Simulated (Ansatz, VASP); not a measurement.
Rb: VASP beside Ansatz

```
Rb
1.0
     0.00000    3.57301    3.57301
     3.57301    0.00000    3.57301
     3.57301    3.57301    0.00000
Rb
1
Cartesian
  0.0000 0.0000 0.0000
```

Alike in both runs: task relaxation of cell and atoms; functional PBE; k mesh 10 × 10 × 10; occupations fermi-dirac, width 0.08 eV; no spin polarisation.

|  | VASP | Ansatz |
| --- | --- | --- |
| version | VASP 6.6.1 | Ansatz 0.2.0 |
| potentials or method | VASP PAW PBE potentials, release 64 (Rb_sv) | PAW with Ansatz's default frozen-core files, scalar-relativistic |
| plane-wave cutoff (eV) | 600 | 420 |
| valence electrons in the cell | 9 | 9 |

Ansatz gave:

- relaxed volume (Å³/atom): 91.23
- relaxed cell length with the largest relative difference (Å): 5.053

Question: Estimate VASP's values.

Answer: Relaxed volume (Å³/atom): 91.31; relaxed cell length with the largest relative difference (Å): 5.054.
